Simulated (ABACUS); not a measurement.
Wanted: the native input for an ABACUS 3.10.1 run.

```
Task                                          : band structure
Functional                                    : B86bPBE
Potentials or basis                           : SPMS ONCV 1.0 PBE
Cutoff                                        : 1129 eV
Density cutoff                                : 4517 eV
Basis                                         : plane waves
Occupations                                   : fermi-dirac, width 0.05 eV
Spin                                          : no spin polarisation
Radial cutoff of the potentials (pseudo_rcut) : 10 bohr
Threshold of the eigensolver                  : 1e-07 Ry
Density                                       : read from an earlier self-consistent run
Path                                          : G-X-W-K-G-L-U-W-L-K, U-X
Points for each segment of the path           : 10
SCF threshold on the density                  : 1e-08
Max SCF steps                                 : 100
Eigensolver                                   : dav
Mixing                                        : broyden
Mixing share                                  : 0.7
Symmetry key                                  : -1
Bands                                         : 28
```

The system is HgTe (Coloradoite).

```
CELL_PARAMETERS angstrom
0.00000 3.21450 3.21450
3.21450 0.00000 3.21450
3.21450 3.21450 0.00000
ATOMIC_POSITIONS crystal
Hg 0.00000 0.00000 0.00000
Te 0.25000 0.25000 0.25000
```

The input as run:

INPUT

```
INPUT_PARAMETERS
suffix              HgTe
calculation         nscf
basis_type          pw
pseudo_dir          ./
symmetry            -1
dft_functional      GGA_X_B86_MGC+GGA_C_PBE
ecutwfc             83.0
pseudo_rcut         10
nspin               1
nbands              28
ks_solver           dav
smearing_method     fd
smearing_sigma      0.00367493
scf_thr             1e-08
scf_nmax            100
mixing_type         broyden
mixing_beta         0.7
init_chg            file
pw_diag_thr         1e-07
out_band            1
kpar                4
```

STRU

```
ATOMIC_SPECIES
Hg 200.5920 80_Hg_20_1.9_2.5_pbe_n_v1.0.upf
Te 127.6000 52_Te_16_2.3_2.3_pbe_n_v1.0.upf

LATTICE_CONSTANT
1.8897261246

LATTICE_VECTORS
0.0000000000 3.2145000000 3.2145000000
3.2145000000 0.0000000000 3.2145000000
3.2145000000 3.2145000000 0.0000000000

ATOMIC_POSITIONS
Direct

Hg
0.0
1
0.0000000000 0.0000000000 0.0000000000 1 1 1

Te
0.0
1
0.2500000000 0.2500000000 0.2500000000 1 1 1
```

KPT

```
K_POINTS
12
Line
0.00000000 0.00000000 0.00000000 10 // G
0.50000000 0.00000000 0.50000000 10 // X
0.50000000 0.25000000 0.75000000 10 // W
0.37500000 0.37500000 0.75000000 10 // K
0.00000000 0.00000000 0.00000000 10 // G
0.50000000 0.50000000 0.50000000 10 // L
0.62500000 0.25000000 0.62500000 10 // U
0.50000000 0.25000000 0.75000000 10 // W
0.50000000 0.50000000 0.50000000 10 // L
0.37500000 0.37500000 0.75000000 1 // K
0.62500000 0.25000000 0.62500000 10 // U
0.50000000 0.00000000 0.50000000 1 // X
```

Potentials or basis: SPMS ONCV 1.0 PBE, plane waves.

Launch:

```sh
$ OMP_NUM_THREADS=1 mpirun -np 4 abacus > log
```

It took 16 s on 4 MPI ranks on Intel(R) Xeon(R) 6975P-C (Granite Rapids), with other jobs on the host, peak memory 0.72 GiB a rank.
